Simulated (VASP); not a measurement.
Crystal: Al.

```xyz
1
Lattice="2.7218 0.0000 0.0000 0.0000 2.7218 0.0000 0.0000 0.0000 2.7218" Properties=species:S:1:pos:R:3 pbc="T T T"
Al    0.0000    0.0000    0.0000
```

The cell was built by a generator and needn't be a form met in nature.

| Item | Value |
| --- | --- |
| Program | VASP 6.6.1 |
| Task | single point |
| Functional | PBE |
| Potentials or basis | VASP PAW PBE potentials, release 64 (Al) |
| Cutoff | 520 eV |
| k mesh | 10 × 10 × 10 |
| Occupations | fermi-dirac, width 0.05 eV |
| Spin | no spin polarisation |

On this cell: pressure 0.3 GPa; band gap on the k mesh none (metal or under the smearing width).

The same run follows on a disturbed copy (cell strained at random at fixed volume):

```
Al
1.0
     2.72314    0.02266    0.02199
     0.02266    2.75688    0.04783
     0.02199    0.04783    2.68691
Al
1
Cartesian
  0.0273 -0.0551 0.0088
```

Task: What does the disturbed cell give?

Result: The energy (extrapolated to zero smearing) moves by -1.5 meV/atom; pressure 0.2 GPa; band gap on the k mesh none (metal or under the smearing width).

Stress tensor (GPa, compression positive):
```
 0.22 -0.05  0.44
-0.05 -0.56  0.66
 0.44  0.66  1.03
```

The energy falls, though the first cell shows no forces: that form is unstable against this distortion, unless noise or another electronic state is at work.
